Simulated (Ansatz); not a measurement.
**Pt: further runs on the relaxed cell**

One table from this session's results is given with a row withheld; the runs are named, their logs left out.

This is Pt in the hcp structure; at room conditions it is fcc.

Computed with Ansatz 0.2.0 (DFT PBEsol, scalar-relativistic, plane waves, PAW, unless a step's input says otherwise).

2 further runs of the same task are left out: 2 set aside as unsound or not needed.

## The starting structure

The structure is hexagonal, space group P6_3/mmc (No. 194). Conventional cell: a = 2.725 Å, b = 2.725 Å, c = 4.707 Å, α = 90.00°, β = 90.00°, γ = 120.00°. Pt (site symmetry -6m2) is surrounded by 12 Pt at 2.73 to 2.83 Å.

Coordinates:

```
CELL_PARAMETERS angstrom
2.72517 0.00000 0.00000
-1.36258 2.36007 0.00000
0.00000 0.00000 4.70681
ATOMIC_POSITIONS crystal
Pt 0.66667 0.33333 0.75000
Pt 0.33333 0.66667 0.25000
```

It goes back to an entry of the Materials Project, which need not be the stable form.

It is the result of an earlier relaxation at this level (volume 15.14 Å³/atom; gap on the mesh: none (metal)).

Set-up of the first run:

Contents of input.yaml:

```yaml
crystal:
  lattice:
    - [2.7251696198, 0.0, 0.0]
    - [-1.3625848099, 2.3600661203, 0.0]
    - [0.0, 0.0, 4.7068056324]
  atoms:
    - { symbol: Pt, position: [0.6666666667, 0.3333333333, 0.75] }
    - { symbol: Pt, position: [0.3333333333, 0.6666666667, 0.25] }
basis:
  ecutwfc: 420
kpoints:
  mp_grid: { grid: [18, 18, 10] }
  band_path:
    path:
      - [[0.0, 0.0, 0.0], [0.5, 0.0, 0.0], [0.33333333, 0.33333333, 0.0], [0.0, 0.0, 0.0], [0.0, 0.0, 0.5], [0.5, 0.0, 0.5], [0.33333333, 0.33333333, 0.5], [0.0, 0.0, 0.5]]
      - [[0.5, 0.0, 0.5], [0.5, 0.0, 0.0]]
      - [[0.33333333, 0.33333333, 0.5], [0.33333333, 0.33333333, 0.0]]
    npoints: 14
hamiltonian:
  xc: pbesol
scf:
  occupations: { method: gaussian, width: 0.1 }
  n_extra_bands: 6
output:
  forces: true
  stress: true
  eigenvalues: true
  populations: true
  dos: { projected: true, de: 0.02, nscf_kmesh: { grid: [27, 27, 15] } }
  bader: true
  write_density: true
  write_potential: true
  elf: true
  volumetric_format: npy
```

Run with:

```console
ansatz run input.yaml --threads 1 --pin off --max-ram 2560MiB --backend cpu --events-out ev --progress --plain --runs-dir out
```

Among the steps run: Bands, states and charges; Back to the database's cell; Point at V/V0 = 0.97; Volume × 1.03; Point at V/V0 = 0.94; Point at V/V0 = 1.06; Volume × 0.91; Point at V/V0 = 1.10; The cell scaled to 0.88 of its volume.

One table of the session follows, with a row left open; its other results are not shown here.

It belongs to the step «Energy against volume». 

```
volume (Å³/atom)  energy above the lowest point (meV/atom)  pressure (GPa)
          13.320                                     248.9           50.34
          13.774                                     130.3           33.98
          14.228                                      53.9           20.44
          14.682                                         ?               ?
          15.136                                       0.0            0.00
          15.590                                      11.2           -7.59
          16.044                                      42.0          -13.83
          16.650                                     107.3          -20.38
```

**Question.** Estimate the row for volume (Å³/atom) = 14.682.

Worked estimate for «energy above the lowest point (meV/atom)». A straight line through the neighbours (14.228, 53.9) and (15.136, 0.0) gives 53.9 + (0.0 − 53.9) × (14.682 − 14.228) / (15.136 − 14.228) = 26.9; a parabola fitted to 4 rows on both sides gives 12.4.

**Answer.** energy above the lowest point (meV/atom): 12.5; pressure (GPa): 9.24. In «energy above the lowest point (meV/atom)» the line misses by +14.4 and the parabola by -0.1.
